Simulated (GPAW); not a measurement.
# Se (P-1) in GPAW: further runs

One crystal, Se, is run at these levels: PBEsol+D3, RPBE, WC; tasks: single point, atomic charges.

All numbers are computed with GPAW 26.7.0; they aren't measurements. Logs are shortened: lines on timing, memory, paths and dates and some standing lists are left out, and cuts for length are marked. The log counts tension as positive stress, the text compression.

## Step 1: The cell of the first run

The typed cell holds 1 atom: a = 2.845 Å, b = 3.182 Å, c = 2.803 Å, α = 109.75°, β = 99.22°, γ = 117.80°.

This isn't the form of Se at room conditions, which is trigonal, of chains.

## Step 2: Single point, PBEsol+D3 (cell sheared at random, sigma 0.06, atoms nudged by 0.01 Å)

run.py reads:

```python
from ase import Atoms
from ase.calculators.mixing import SumCalculator
from ase.dft.bandgap import bandgap
from ase.io import write
from ase.units import Bohr, GPa
from dftd3.ase import DFTD3
from gpaw import GPAW, PW, setup_paths
from gpaw.elf import elf_from_dft_calculation

setup_paths.insert(0, '.')

atoms = Atoms(['Se'],
              cell=[[-1.64643618, 1.84487457, 1.4061711],
                    [1.89109818, -1.90354632, 1.70950485],
                    [1.55596642, 1.81307657, -1.46484285]],
              scaled_positions=[[0.0, 0.0, 0.0]],
              pbc=True)

calc = GPAW(mode=PW(600),
            xc='PBEsol',
            kpts={'size': (9, 9, 9), 'gamma': True},
            occupations={'name': 'fermi-dirac', 'width': 0.05},
            nbands=9,
            convergence={'density': 1e-05, 'energy': 1e-05},
            symmetry={'point_group': False},
            random=True,
            maxiter=100,
            txt='gpaw.txt')
atoms.calc = SumCalculator([calc, DFTD3(method='pbesol', damping='d3zero')])
energy = atoms.get_potential_energy()
forces = atoms.get_forces()
stress = atoms.get_stress()
calc.write('gs.gpw')
write('result.traj', atoms)
print(f'Energy: {energy:.6f} eV')
print('Forces (eV/A):')
print(forces.round(4))
print('Stress (GPa):', (stress / GPa).round(3))
print('Fermi level:', round(calc.get_fermi_level(), 4), 'eV')
print(f'Gap: {bandgap(calc)[0]:.4f} eV, direct: {bandgap(calc, direct=True)[0]:.4f} eV')

# fields on the real-space grid
write('density.cube', atoms, data=calc.get_pseudo_density() * Bohr**3)
write('potential.cube', atoms, data=calc.get_electrostatic_potential())
write('elf.cube', atoms, data=elf_from_dft_calculation(calc).data)
```

Potentials or basis: PAW data sets generated in the run's folder for this functional, pw.

Started as:

```console
$ gpaw-setup -f PBEsol Se
$ OMP_NUM_THREADS=1 python run.py
```

gpaw.txt:

```text
__  _  _
 | _ |_)|_||  |
 |__||  | ||/\| - 26.7.0

Input parameters:
  mode=PW(ecut=600.0),
  convergence={'density': 1e-05, 'energy': 1e-05},
  kpts=MonkhorstPack(size=(9, 9, 9), gamma=True),
  maxiter=100,
  nbands=9,
  occupations=Occupations(name='fermi-dirac', width=0.05),
  random=True,
  symmetry=Symmetry(point_group=False),
  xc=XC(name='PBEsol')
Initializing wave functions with random numbers

       Se

Atoms  # Å, Bohr magnetons
|   | symbol |        x |        y |        z |    initial magnetic moments |
|---|--------|----------|----------|----------|-----------------------------|
| 0 |     Se | 0.000000 | 0.000000 | 0.000000 | ( 0.0000,  0.0000,  0.0000) |

Unit cell  # Å
| periodic |         x |         y |         z |  lengths |     angles |
|----------|-----------|-----------|-----------|----------|------------|
|      yes | -1.646436 |  1.844875 |  1.406171 | 2.844579 | 109.749938 |
|      yes |  1.891098 | -1.903546 |  1.709505 | 3.181532 |  99.215691 |
|      yes |  1.555966 |  1.813077 | -1.464843 | 2.802507 | 117.804758 |

Number of symmetries: 1
Symmetry operations  # r_c * U_cc + t_c -> r_c
|   | kind |            matrix            |
|---|------|------------------------------|
| 0 |  E   |  1, 0, 0,  0, 1, 0,  0, 0, 1 |

BZ-sampling:
  Number of BZ points: 729
  Number of IBZ points: 365

  Monkhorst-Pack size: [9, 9, 9]
  Monkhorst-Pack shift: [0, 0, 0]

K-points  # in reciprocal-cell coordinates
|     |                                coordinates |     weight |
|-----|--------------------------------------------|------------|
|   0 | (  0.00000000,   0.00000000,   0.00000000) | 0.00137174 |
|   1 | (  0.00000000,   0.00000000,   0.11111111) | 0.00274348 |
|   2 | (  0.00000000,   0.00000000,   0.22222222) | 0.00274348 |
|   3 | (  0.00000000,   0.00000000,   0.33333333) | 0.00274348 |
|   4 | (  0.00000000,   0.00000000,   0.44444444) | 0.00274348 |
|   5 | (  0.00000000,   0.11111111,  -0.44444444) | 0.00274348 |
|   6 | (  0.00000000,   0.11111111,  -0.33333333) | 0.00274348 |
|   7 | (  0.00000000,   0.11111111,  -0.22222222) | 0.00274348 |
|   8 | (  0.00000000,   0.11111111,  -0.11111111) | 0.00274348 |
|   9 | (  0.00000000,   0.11111111,   0.00000000) | 0.00274348 |
| ... |                                            |            |
| 364 | (  0.44444444,   0.44444444,   0.44444444) | 0.00274348 |

Plane wave coefficients: 665
Cutoff: 600.0 eV

Spin-components: 1 (collinear spins)
Bands:           9
Projectors:      5
Spin-degeneracy: 2
Datatype:        complex128

Parallelization:
  kpt:    1
  domain: 1
  band:   1

Density:
  Valence electrons: 6.0
  Components: 1
  Grid points: [18 18 16]
  Charge: 0.0  # |e|

Potential:
  Grid points: [18 18 16]

species:
  Se:
    name:    Selenium
    Z:       34.0
    valence: 6
    core:    28
    charge:  0.0  # [|e|]
    compensation charges:
      type: gauss
      rc: 0.27  # [Å]
      lmax: 2
    cutoffs:
      filter: 1.77  # [Å]
      core: 2.67  # [Å]
    projectors
    | kind |    occ | energy [eV] | rcut [Å] |
    |------|--------|-------------|----------|
    |   4s |  2.000 |     -17.281 |    0.847 |
    |   4p |  4.000 |      -6.511 |    1.005 |
    |    s |        |       9.930 |    0.847 |
    |    p |        |      20.700 |    1.005 |
    |    d |        |       0.000 |    0.847 |

    Using partial waves for Se as LCAO basis

Reference energy: -66058.331605  # eV

eigensolver:
  PPCG
  Converge bands: occupied
  niter=2

density mixing:
  MSR1-Mixer
  Pratt-step length: 0.05
  Maximum mixing coefficient: 0.75
  Old densities: 10
  SVD Regularization: 0.005
  Good broyden scale: 1.0
  Trust region scale: 1.0
  Backstep threshold: 4.0
  History deletion threshold: 6.0
  Fourier metric: weight=20.0, sigma=0.015

occupation numbers:
  Fermi-Dirac:
    width: 0.0500  # eV

poisson solver:
  ecut: 4800.0  # eV

xc functional:
  name: PBEsol with 2 nearest neighbor stencil

convergence criteria:
- Maximum integral of absolute [dens]ity change: 1e-05 electrons / valence electron
- Maximum [total energy] change in last 3 cyles: 1e-05 eV / valence electron
- Maximum integral of absolute [eigenst]ate change: 4e-08 eV^2 / valence electron
maximum number of iterations: 100

SCF iterations
|iter     | |      energy | eigst |  dens |
|---------|-|-------------|-------|-------|
|iter:   1| |   11.460099 | +3.43 |       |
|iter:   2| |   -3.308909 | +1.04 | -0.72 |
|iter:   3| |   -3.367688 | -1.04 | -1.61 |
|iter:   4| |   -3.367651 | -3.30 | -1.65 |
|iter:   5| |   -3.367310 | -4.60 | -1.79 |
|iter:   6| |   -3.367328 | -4.70 | -2.08 |
|iter:   7| |   -3.367289c| -5.74 | -2.54 |
|iter:   8| |   -3.367262 | -5.94 | -2.68 |
|iter:   9| |   -3.367272c| -6.93 | -3.01 |
|iter:  10| |   -3.367292c| -5.67 | -3.07 |
|iter:  11| |   -3.367295c| -6.04 | -3.40 |
|iter:  12| |   -3.367295c| -6.73 | -3.66 |
|iter:  13| |   -3.367295c| -7.73c| -4.02 |
|iter:  14| |   -3.367295c| -8.22c| -4.95 |
|iter:  15| |   -3.367295c| -8.62c| -5.69c|

Converged in 15 steps
Energy contributions relative to reference atoms: (reference = -66058.331605)

Energy contributions:
  Kinetic:           3.025729
  Coulomb:          -2.445434
  Zero:             -0.000338
  External:          0.000000
  Xc:               -3.943862
  Entropy:          -0.006784
  Spinorbit:         0.000000
  ----------------------------
  Free energy:      -3.370687
  Extrapolated:     -3.367295

dipole moment: (-6.639483, -6.469042, -6.087140)  # |e|*Ang

Fermi level: 8.344
Eigenvalues  # (at kpt = [0.000, 0.000, 0.000])
| band index |      eig [eV] | occ [0-2] |
|------------|---------------|-----------|
|          0 |        -8.154 |     2.000 |
|          1 |        10.651 |     0.000 |
|          2 |        11.572 |     0.000 |
|          3 |        12.205 |     0.000 |
|          4 |        18.601 |     0.000 |
|          5 |        19.442 |     0.000 |
|          6 |        20.960 |     0.000 |
|          7 |        22.167 |     0.000 |
|          8 |        23.764 |     0.000 |

No gap
No difference between direct/indirect transitions

Forces  # eV/Ang
|       x |       y |        z |
|---------|---------|----------|
| 0.00001 | 0.00000 | -0.00000 |  # Se   0

Stress tensor  # eV/Ang^3
|         x |        y |         z |
|-----------|----------|-----------|
| -0.011647 | 0.020974 | -0.014801 |
|  0.020974 | 0.015920 |  0.021618 |
| -0.014801 | 0.021618 | -0.013563 |

# Writing to gs.gpw (mode='')
```

Run time: 49 s. Hardware: 1 thread of Arm Neoverse V2, shared host; peak memory 0.2 GiB.

What came out:

- Free energy: -3.5653 eV
- Pressure: -0.9 GPa
- Band gap on the k mesh: none (metal or under the smearing width)
- Dispersion energy per atom: -0.195 eV

Stress tensor (GPa, compression positive):
```
 0.52 -3.45  2.62
-3.45 -3.87 -3.55
 2.62 -3.55  0.53
```

Levels at points of the mesh, in eV from the Fermi level:
```csv
k point,band 1,band 2,band 3,band 4,band 5
"(0.00, 0.00, 0.00)",-16.50,2.31,3.23,3.86,10.26
```

Caveat: pairwise dispersion overbinds metals, which lowers pressure and volume.

## Step 3: Atomic charges, RPBE (cell sheared at random, sigma 0.06, atoms nudged by 0.01 Å)

run.py reads:

```python
import numpy as np
from ase.dft.bandgap import bandgap
from ase.io import read, write
from ase.units import Bohr, GPa
from gpaw import GPAW, PW
from gpaw.analyse.hirshfeld import HirshfeldPartitioning

atoms = read('Se.xyz')

calc = GPAW(mode=PW(480),
            xc='RPBE',
            kpts={'size': (11, 11, 11), 'gamma': True},
            occupations={'name': 'fermi-dirac', 'width': 0.05},
            nbands=9,
            convergence={'density': 1e-05, 'energy': 1e-05},
            random=True,
            maxiter=60,
            legacy_gpaw=True,
            txt='gpaw.txt')
atoms.calc = calc
energy = atoms.get_potential_energy()
forces = atoms.get_forces()
stress = atoms.get_stress()
calc.write('gs.gpw')
write('result.traj', atoms)
print(f'Energy: {energy:.6f} eV')
print('Forces (eV/A):')
print(forces.round(4))
print('Stress (GPa):', (stress / GPa).round(3))
print('Fermi level:', round(calc.get_fermi_level(), 4), 'eV')
print(f'Gap: {bandgap(calc)[0]:.4f} eV, direct: {bandgap(calc, direct=True)[0]:.4f} eV')

hirshfeld = HirshfeldPartitioning(calc)
print('Hirshfeld charges:', *np.round(hirshfeld.get_charges(), 4))
print('Hirshfeld volume ratios:', *np.round(hirshfeld.get_effective_volume_ratios(), 4))

# fields on the real-space grid
write('density.cube', atoms, data=calc.get_pseudo_density() * Bohr**3)
write('potential.cube', atoms, data=calc.get_electrostatic_potential())
```

Se.xyz reads:

```xyz
1
Lattice="-1.6464361800 1.8448745700 1.4061711000 1.8910981800 -1.9035463200 1.7095048500 1.5559664200 1.8130765700 -1.4648428500" Properties=species:S:1:pos:R:3 pbc="T T T"
Se     0.0000000000      0.0000000000      0.0000000000
```

Potentials or basis: the program's PAW data sets (release 1.2.1) made for this functional, pw.

Started as:

```console
$ OMP_NUM_THREADS=1 python run.py
```

Run time: 35 s. Hardware: 1 thread of Arm Neoverse V2, shared host; peak memory 0.23 GiB.

It converged, with:

- Free energy: -2.4589 eV
- Pressure: 6.2 GPa
- Band gap on the k mesh: none (metal or under the smearing width)

Stress tensor (GPa, compression positive):
```
 6.54 -3.20  4.83
-3.20  2.51 -3.06
 4.83 -3.06  9.56
```

Levels at points of the mesh, in eV from the Fermi level:
```csv
k point,band 1,band 2,band 3,band 4,band 5
"(0.00, 0.00, 0.00)",-16.56,2.21,3.14,3.78,10.22
```

Caveat: the cutoff is short for stress and forces, so pressures can be off by a GPa or more.

## Step 4: Atomic charges, WC (cell sheared at random, sigma 0.06, atoms nudged by 0.01 Å)

run.py: that of step 3 with these lines changed.

```diff
@@ -1,12 +1,20 @@
 import numpy as np
+from ase import Atoms
 from ase.dft.bandgap import bandgap
-from ase.io import read, write
+from ase.io import write
 from ase.units import Bohr, GPa
-from gpaw import GPAW, PW
+from gpaw import GPAW, PW, setup_paths
 from gpaw.analyse.hirshfeld import HirshfeldPartitioning
 
-atoms = read('Se.xyz')
+setup_paths.insert(0, '.')
 
-calc = GPAW(mode=PW(480),
-            xc='RPBE',
+atoms = Atoms(['Se'],
+              cell=[[-1.64643618, 1.84487457, 1.4061711],
+                    [1.89109818, -1.90354632, 1.70950485],
+                    [1.55596642, 1.81307657, -1.46484285]],
+              scaled_positions=[[0.0, 0.0, 0.0]],
+              pbc=True)
+
+calc = GPAW(mode=PW(600),
+            xc='WC',
             kpts={'size': (11, 11, 11), 'gamma': True},
@@ -15,4 +23,3 @@
             convergence={'density': 1e-05, 'energy': 1e-05},
-            random=True,
-            maxiter=60,
+            maxiter=150,
             legacy_gpaw=True,
```

Potentials or basis: PAW data sets generated in the run's folder for this functional, pw.

Started as:

```console
$ gpaw-setup -f WC Se
$ OMP_NUM_THREADS=1 python run.py
```

gpaw.txt:

```text
___ ___ ___ _ _ _
 |   |   |_  | | | |
 | | | | | . | | | |
 |__ |  _|___|_____|  26.7.0
 |___|_|

Input parameters:
  convergence: {density: 1e-05,
                energy: 1e-05}
  kpts: {gamma: True,
         size: (11, 11, 11)}
  maxiter: 150
  mode: {ecut: 600.0,
         name: pw}
  nbands: 9
  occupations: {name: fermi-dirac,
                width: 0.05}
  xc: WC

System changes: positions, numbers, cell, pbc, initial_charges, initial_magmoms

Initialize ...

species:
  Se:
    name:    Selenium
    Z:       34.0
    valence: 6
    core:    28
    charge:  0.0  # [|e|]
    compensation charges:
      type: gauss
      rc: 0.27  # [Å]
      lmax: 2
    cutoffs:
      filter: 1.77  # [Å]
      core: 2.67  # [Å]
    projectors
    | kind |    occ | energy [eV] | rcut [Å] |
    |------|--------|-------------|----------|
    |   4s |  2.000 |     -17.303 |    0.847 |
    |   4p |  4.000 |      -6.511 |    1.005 |
    |    s |        |       9.908 |    0.847 |
    |    p |        |      20.701 |    1.005 |
    |    d |        |       0.000 |    0.847 |

    Using partial waves for Se as LCAO basis

Reference energy: -66089.616392  # eV

Spin-paired calculation

Convergence criteria:
 Maximum [total energy] change in last 3 cyles: 1e-05 eV / valence electron
 Maximum integral of absolute [dens]ity change: 1e-05 electrons / valence electron
 Maximum integral of absolute [eigenst]ate change: 4e-08 eV^2 / valence electron
 Maximum number of scf [iter]ations: 150
 (Square brackets indicate name in SCF output, whereas a 'c' in
 the SCF output indicates the quantity has converged.)

Symmetries present (total): 2

  ( 1  0  0)  (-1  0  0)
  ( 0  1  0)  ( 0 -1  0)
  ( 0  0  1)  ( 0  0 -1)

1331 k-points: 11 x 11 x 11 Monkhorst-Pack grid
666 k-points in the irreducible part of the Brillouin zone
       k-points in crystal coordinates                weights
   0:     0.00000000    0.00000000    0.00000000          1/1331
   1:     0.00000000    0.00000000    0.09090909          2/1331
   2:     0.00000000    0.00000000    0.18181818          2/1331
   3:     0.00000000    0.00000000    0.27272727          2/1331
   4:     0.00000000    0.00000000    0.36363636          2/1331
   5:     0.00000000    0.00000000    0.45454545          2/1331
   6:     0.00000000    0.09090909   -0.45454545          2/1331
   7:     0.00000000    0.09090909   -0.36363636          2/1331
   8:     0.00000000    0.09090909   -0.27272727          2/1331
   9:     0.00000000    0.09090909   -0.18181818          2/1331
          ...
 665:     0.45454545    0.45454545    0.45454545          2/1331

Wave functions: Plane wave expansion
  Cutoff energy: 600.000 eV
  Number of coefficients (min, max): 639, 664
  Pulay-stress correction: 0.000000 eV/Ang^3 (de/decut=0.000000)
  Using FFTW library
  ScaLapack parameters: grid=1x1, blocksize=None
  Wavefunction extrapolation:
    Improved wavefunction reuse through dual PAW basis

Occupation numbers: Fermi-Dirac:
  width: 0.0500  # eV

Eigensolver
   Davidson(niter=2)

Densities:
  Coarse grid: 18*18*16 grid
  Fine grid: 36*36*32 grid
  Total Charge: 0.000000

Density mixing:
  Method: separate
  Backend: msr1
  Linear mixing parameter: 0.05
  old densities: 10
  Width of damping distribution: 1.1
  Damping of long wavelength oscillations: 20

Hamiltonian:
  XC and Coulomb potentials evaluated on a 36*36*32 grid
  Using the WC Exchange-Correlation functional
  External potential:
    NoExternalPotential

XC parameters: WC with 2 nearest neighbor stencil

Number of atoms: 1
Number of atomic orbitals: 4
Number of bands in calculation: 9
Number of valence electrons: 6
Bands to converge: occupied

... initialized

Initializing position-dependent things.

Density initialized from atomic densities
Creating initial wave functions:
  4 bands from LCAO basis set
  5 bands from random numbers

       Se

Atomic positions and initial magnetic moments

Positions:
   0 Se     0.000000    0.000000    0.000000    ( 0.0000,  0.0000,  0.0000)

Unit cell:
           periodic     x           y           z      points  spacing
  1. axis:    yes   -1.646436    1.844875    1.406171    18     0.1292
  2. axis:    yes    1.891098   -1.903546    1.709505    18     0.1378
  3. axis:    yes    1.555966    1.813077   -1.464843    16     0.1524

  Lengths:   2.844579   3.181532   2.802507
  Angles:  109.749938  99.215691 117.804758

Effective grid spacing dv^(1/3) = 0.1556

iter:   1    -3.314307
iter:   2    -3.315134   -2.61  -1.48
iter:   3    -3.309218   -3.12  -1.51
iter:   4    -3.309095   -4.77  -2.35
iter:   5    -3.309078   -4.99  -2.59
iter:   6    -3.309077c  -6.35  -3.52
iter:   7    -3.309077c  -7.18  -3.90
iter:   8    -3.309077c  -7.96c -4.44
iter:   9    -3.309077c  -8.98c -4.81
iter:  10    -3.309077c  -9.95c -5.76c

Converged after 10 iterations.

Dipole moment: (0.000000, -0.000000, -0.000000) |e|*Ang

Energy contributions relative to reference atoms: (reference = -66089.616392)

Kinetic:         +2.972943
Potential:       -2.432804
External:        +0.000000
XC:              -3.847195
Entropy (-ST):   -0.007477
Local:           +0.001718
SIC:             +0.000000
--------------------------
Free energy:     -3.312816
Extrapolated:    -3.309077

Showing only first 2 kpts
 Kpt  Band  Eigenvalues  Occupancy
  0     1     10.62111    0.00000
  0     2     11.52449    0.00000
  0     3     12.14736    0.00000
  0     4     18.59024    0.00000

  1     1     10.27846    0.00000
  1     2     10.79737    0.00000
  1     3     11.70829    0.00000
  1     4     18.71992    0.00000

Fermi level: 8.39454

No gap
No difference between direct/indirect transitions

Forces in eV/Ang:
  0 Se    0.00000    0.00000    0.00000

Stress tensor:
    -0.006831     0.019892    -0.029542
     0.019892     0.017994     0.018804
    -0.029542     0.018804    -0.024549
Writing to gs.gpw (mode='')

Initializing position-dependent things.
```

Wall time 48 s (1 thread of Arm Neoverse V2, shared host); peak memory 0.27 GiB.

What came out:

```yaml
Free_energy: -3.3128 eV
Pressure: 0.7 GPa
Band_gap_on_the_k_mesh: none (metal or under the smearing width)
```

## Step 5: Overview

```csv
task,level,potentials or basis,k mesh,cutoff (eV),random start of the orbitals,maxiter,symmetry,older calculator (legacy_gpaw),other keys,gap on the mesh (eV),pressure (GPa)
single point,PBEsol+D3,"PAW data sets generated in the run's folder for this functional, pw",9 × 9 × 9,600,yes,100,point_group=False,-,"several, not listed",none,-0.9
atomic charges,RPBE,"the program's PAW data sets (release 1.2.1) made for this functional, pw",11 × 11 × 11,480,yes,60,-,yes,"several, not listed",none,6.2
atomic charges,WC,"PAW data sets generated in the run's folder for this functional, pw",11 × 11 × 11,600,-,150,-,yes,-,none,0.7
```

Alike in all rows: no spin polarisation; cell sheared at random, sigma 0.06, atoms nudged by 0.01 Å; smearing fermi-dirac 0.05 eV.

Caveats: pairwise dispersion overbinds metals, which lowers pressure and volume (some runs); the cutoff is short for stress and forces, so pressures can be off by a GPa or more (some runs).

Total energies depend on the potentials used, so only differences within one code and one set of settings carry meaning.
